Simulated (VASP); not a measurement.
# Mg2Ge (Fm-3m) in VASP: a series of runs, part 2 of 2

VASP 6.6.1. Earlier steps stand in the parts before.

## Step 4: Single point, PBEsol

This run uses another cell than the first one, of 21.62 Å³/atom, 1.006 times its volume.

File INCAR:

```
ALGO     = Normal         # electronic algorithm
EDIFF    = 1E-6           # SCF threshold, eV
ENCUT    = 520            # plane-wave cutoff, eV
GGA      = PS             # functional
ISIF     = 2              # what is computed and relaxed
ISMEAR   = 0              # smearing method
LASPH    = True           # aspherical terms in the spheres
LCHARG   = False          # write CHGCAR
LREAL    = False          # projectors in reciprocal space
LWAVE    = False          # write WAVECAR
NBANDS   = 16             # bands
NELM     = 100            # most SCF steps
PREC     = Accurate       # precision mode
SIGMA    = 0.1            # smearing width, eV
```

File KPOINTS:

```
k-points
0
Gamma
  6 6 6
```

File POSCAR:

```
Mg2Ge
1.0
    0.0000000000      3.1890000000      3.1890000000
    3.1890000000      0.0000000000      3.1890000000
    3.1890000000      3.1890000000      0.0000000000
Mg Ge
2 1
Direct
    0.2500000000      0.2500000000      0.2500000000
    0.7500000000      0.7500000000      0.7500000000
    0.0000000000      0.0000000000      0.0000000000
```

Potentials or basis: VASP PAW PBE potentials, release 64 (Mg, Ge_d).

Launch:

```
cat potpaw_PBE.64/Mg/POTCAR potpaw_PBE.64/Ge_d/POTCAR > POTCAR
mpirun -np 1 vasp_std > vasp.out
```

OUTCAR:

```text
EDIFF = 1E-6
   ENCUT = 520
   GGA = PS
   ISIF = 2
   ISMEAR = 0
   LASPH = True
   LREAL = False
   NELM = 100
   PREC = Accurate

 ion  position               nearest neighbor table
   1  0.250  0.250  0.250-   3 2.76   3 2.76   3 2.76   3 2.76   2 3.19   2 3.19   2 3.19   2 3.19
                             2 3.19   2 3.19
   2  0.750  0.750  0.750-   3 2.76   3 2.76   3 2.76   3 2.76   1 3.19   1 3.19   1 3.19   1 3.19
[... 493 lines left out ...]

  FORCE on cell =-STRESS in cart. coord.  units (eV):
  Direction    XX          YY          ZZ          XY          YZ          ZX
  --------------------------------------------------------------------------------------
  -------------------------------------------------------------------------------------
  Total       -0.2097863     -0.2097863     -0.2097863     -0.0000000      0.0000000     -0.0000000
  in kB       -5.1819613     -5.1819613     -5.1819613     -0.0000000      0.0000000     -0.0000000
  external PRESSURE =      -5.1819613 kB  Pullay stress =       0.0000000 kB

 VOLUME and BASIS-vectors are now :
 -----------------------------------------------------------------------------
  energy-cutoff  :      520.00
  volume of cell :       64.86
      direct lattice vectors                 reciprocal lattice vectors
     0.000000000  3.189000000  3.189000000    -0.156788962  0.156788962  0.156788962
     3.189000000  0.000000000  3.189000000     0.156788962 -0.156788962  0.156788962
     3.189000000  3.189000000  0.000000000     0.156788962  0.156788962 -0.156788962

 POSITION                                       TOTAL-FORCE (eV/Angst)
 -----------------------------------------------------------------------------------
      1.59450      1.59450      1.59450         0.000000      0.000000      0.000000
      4.78350      4.78350      4.78350        -0.000000     -0.000000     -0.000000
      0.00000      0.00000      0.00000        -0.000000     -0.000000      0.000000
 -----------------------------------------------------------------------------------
    total drift:                               -0.000000      0.000000      0.000000

  FREE ENERGIE OF THE ION-ELECTRON SYSTEM (eV)
  ---------------------------------------------------
  free  energy   TOTEN  =        -9.2197437372 eV

  energy  without entropy=       -9.2184115306  energy(sigma->0) =       -9.21907763
```

OSZICAR:

```text
N       E                     dE             d eps       ncg     rms          rms(c)
DAV:   1     0.845638141675E+02    0.84564E+02   -0.87149E+03   528   0.186E+03
DAV:   2     0.197758536336E+01   -0.82586E+02   -0.79177E+02   544   0.439E+02
DAV:   3    -0.942532968640E+01   -0.11403E+02   -0.11342E+02   664   0.900E+01
DAV:   4    -0.975136500535E+01   -0.32604E+00   -0.32601E+00   608   0.154E+01
DAV:   5    -0.975835331972E+01   -0.69883E-02   -0.69881E-02   664   0.252E+00    0.333E+00
DAV:   6    -0.931631916830E+01    0.44203E+00   -0.45445E-01   640   0.322E+00    0.170E+00
DAV:   7    -0.922146566161E+01    0.94854E-01   -0.26014E-01   592   0.320E+00    0.513E-01
DAV:   8    -0.922019966481E+01    0.12660E-02   -0.21222E-02   688   0.200E+00    0.115E-01
DAV:   9    -0.921978211178E+01    0.41755E-03   -0.23534E-03   664   0.735E-01    0.388E-02
DAV:  10    -0.921974303990E+01    0.39072E-04   -0.22348E-04   640   0.831E-02    0.999E-03
DAV:  11    -0.921974546799E+01   -0.24281E-05   -0.20524E-05   584   0.440E-02    0.826E-03
DAV:  12    -0.921974372128E+01    0.17467E-05   -0.75139E-06   672   0.274E-02    0.101E-03
DAV:  13    -0.921974373722E+01   -0.15941E-07   -0.43221E-07   368   0.386E-03
   1 F= -.92197437E+01 E0= -.92190776E+01  d E =-.133221E-02
```

stdout:

```text
POSCAR found type information on POSCAR MgGe
 POSCAR found :  2 types and       3 ions
 scaLAPACK will be used
 -----------------------------------------------------------------------------
|                                                                             |
|                                                                             |
|     You enforced a specific xc type in the INCAR file but a different       |
|     I HOPE YOU KNOW WHAT YOU ARE DOING!                                     |
|                                                                             |
 -----------------------------------------------------------------------------

 LDA part: xc-table for (Slater+PW92), standard interpolation
 POSCAR, INCAR and KPOINTS ok, starting setup
 FFT: planning ... GRIDC
 FFT: planning ... GRID_SOFT
 FFT: planning ... GRID
 WAVECAR not read
 entering main loop
```

Run time: 19 s. Hardware: 1 thread of Intel Xeon Platinum 8259CL at 2.50GHz (Skylake/Cascade Lake), shared host; peak memory 0.2 GiB.

What came out:

```
Free energy            : -9.2197 eV
Pressure               : -0.5 GPa
Band gap on the k mesh : 0.08 eV, indirect (least direct gap 1.00 eV)
```

Levels at points of the mesh, in eV from the valence-band top:
| k point | band 6 | band 7 | band 8 | band 9 | band 10 | band 11 | band 12 | band 13 |
| --- | --- | --- | --- | --- | --- | --- | --- | --- |
| (0.00, 0.00, 0.00) | -9.77 | 0.00 | 0.00 | 0.00 | 1.00 | 2.82 | 2.82 | 2.82 |
| (0.50, 0.00, 0.00) | -8.53 | -4.87 | -0.73 | -0.73 | 1.01 | 2.75 | 2.75 | 4.77 |
| (0.50, 0.50, 0.00) | -8.07 | -4.53 | -2.02 | -2.02 | 0.08 | 0.56 | 7.88 | 7.88 |

Caveat: the PAW data sets were made with another functional, which shifts forces and pressure a little. A k mesh can miss the band edges.

## Step 5: Single point, PBEsol (cell and atoms relaxed tightly for response)

File INCAR:

```
SYSTEM = Mg2Ge
PREC = Accurate ; ENCUT = 520
EDIFF = 1E-6 ; ISMEAR = 0
SIGMA = 0.01 ; LREAL = .FALSE.
LASPH = .TRUE. ; NELM = 80
ALGO = Normal ; ISIF = 2
LWAVE = .FALSE. ; LCHARG = .FALSE.
GGA = PS ; NBANDS = 16
```

File KPOINTS:

```
Automatic mesh
0
G
  10 10 10
  0 0 0
```

File POSCAR:

```
Mg2Ge
1.0
    0.0000000000      3.1821803065      3.1821803065
    3.1821803065      0.0000000000      3.1821803065
    3.1821803065      3.1821803065      0.0000000000
Mg Ge
2 1
Direct
    0.2500000000      0.2500000000      0.2500000000
    0.7500000000      0.7500000000      0.7500000000
    0.0000000000      0.0000000000      0.0000000000
```

Launch:

```
cat potpaw_PBE.64/Mg/POTCAR potpaw_PBE.64/Ge_d/POTCAR > POTCAR
mpirun -np 1 vasp_std > vasp.out
```

Wall time 38 s (1 thread of Intel Xeon Platinum 8259CL at 2.50GHz (Skylake/Cascade Lake), shared host); peak memory 0.23 GiB.

Results (log left out):

| Quantity | Value |
| --- | --- |
| Free energy | -9.2453 eV |
| Pressure | -0.1 GPa |
| Band gap on the k mesh | 0.08 eV, indirect (least direct gap 1.04 eV) |

Levels at points of the mesh, in eV from the valence-band top:
```csv
k point,band 7,band 8,band 9,band 10,band 11,band 12
"(0.00, 0.00, 0.00)",0.00,0.00,0.00,1.04,2.84,2.84
"(0.50, 0.00, 0.00)",-4.88,-0.74,-0.74,1.04,2.76,2.76
"(0.50, 0.50, 0.00)",-4.55,-2.02,-2.02,0.08,0.58,7.92
```

Caveat: the PAW data sets were made with another functional, which shifts forces and pressure a little. A k mesh can miss the band edges.

## Step 6: Relaxation of cell and atoms, PBEsol (cell and atoms relaxed tightly for response)

File INCAR:

```
SYSTEM = Mg2Ge
ALGO = Normal
EDIFF = 1E-7
EDIFFG = -0.001
ENCUT = 600
GGA = PS
IBRION = 2
ISIF = 3
ISMEAR = 0
LASPH = .True.
LCHARG = .False.
LREAL = .False.
LWAVE = .False.
NELM = 60
NSW = 80
PREC = Accurate
SIGMA = 0.01
```

File KPOINTS:

```
k-points
0
Gamma
  10 10 10
  0 0 0
```

POSCAR is that of step 5.

Potentials or basis: VASP PAW PBE potentials, release 64 (Mg, Ge_d).

Launch:

```
cat potpaw_PBE.64/Mg/POTCAR potpaw_PBE.64/Ge_d/POTCAR > POTCAR
mpirun -np 1 vasp_std > vasp.out
```

It took 81 s on 1 thread of Intel Xeon Platinum 8259CL at 2.50GHz (Skylake/Cascade Lake), shared host; peak memory 0.24 GiB.

Results (log left out):

- Free energy: -9.2457 eV
- Relaxed volume: 21.45 Å³/atom
- Relaxed cell: a = 4.498 Å, b = 4.498 Å, c = 4.498 Å, α = 60.00°, β = 60.00°, γ = 60.00°
- Space group after relaxing (to 0.05 Å): Fm-3m (No. 225)
- Energy gained by relaxing: 0.0 meV/atom
- Ionic steps: 4
- Pressure after relaxing: 0.0 GPa
- Band gap on the k mesh: 0.08 eV, indirect (least direct gap 1.05 eV)

Final structure:
```yaml
crystal:
  lattice:
    - [0.00000, 3.18055, 3.18055]
    - [3.18055, 0.00000, 3.18055]
    - [3.18055, 3.18055, 0.00000]
  atoms:
    - { symbol: Mg, position: [0.25000, 0.25000, 0.25000] }
    - { symbol: Mg, position: [0.75000, 0.75000, 0.75000] }
    - { symbol: Ge, position: [0.00000, 0.00000, 0.00000] }
```

Levels at points of the mesh, in eV from the valence-band top:
| k point | band 6 | band 7 | band 8 | band 9 | band 10 | band 11 | band 12 | band 13 |
| --- | --- | --- | --- | --- | --- | --- | --- | --- |
| (0.00, 0.00, 0.00) | -9.80 | 0.00 | 0.00 | 0.00 | 1.05 | 2.85 | 2.85 | 2.85 |
| (0.50, 0.00, 0.00) | -8.55 | -4.89 | -0.74 | -0.74 | 1.05 | 2.76 | 2.76 | 4.79 |
| (0.50, 0.50, 0.00) | -8.09 | -4.55 | -2.03 | -2.03 | 0.08 | 0.59 | 7.93 | 7.93 |

Caveat: the PAW data sets were made with another functional, which shifts forces and pressure a little. A k mesh can miss the band edges.

## Step 7: The runs side by side

| task | cell | k mesh | cutoff (eV) | smearing | gap on the mesh (eV) | pressure (GPa) | relaxed volume (Å³/atom) |
| --- | --- | --- | --- | --- | --- | --- | --- |
| single point | Fm-3m, 21.48 Å³/atom | 10 × 10 × 10 | 520 | gaussian 0.01 eV | 0.08 | -0.1 | - |
| relaxation of cell and atoms | relaxed | 10 × 10 × 10 | 600 | gaussian 0.01 eV | 0.08 | 0.0 | 21.44 |
| single point | Fm-3m, 21.62 Å³/atom | 6 × 6 × 6 | 520 | gaussian 0.1 eV | 0.08 | -0.5 | - |
| single point | cell and atoms relaxed tightly for response | 10 × 10 × 10 | 520 | gaussian 0.01 eV | 0.08 | -0.1 | - |
| relaxation of cell and atoms | relaxed from: cell and atoms relaxed tightly for response | 10 × 10 × 10 | 600 | gaussian 0.01 eV | 0.08 | 0.0 | 21.45 |

Alike in all rows: level PBEsol; potentials or basis VASP PAW PBE potentials, release 64 (Mg, Ge_d); no spin polarisation.

Caveats: the PAW data sets were made with another functional, which shifts forces and pressure a little.

Absolute energies hang on the potentials; compare differences alone.
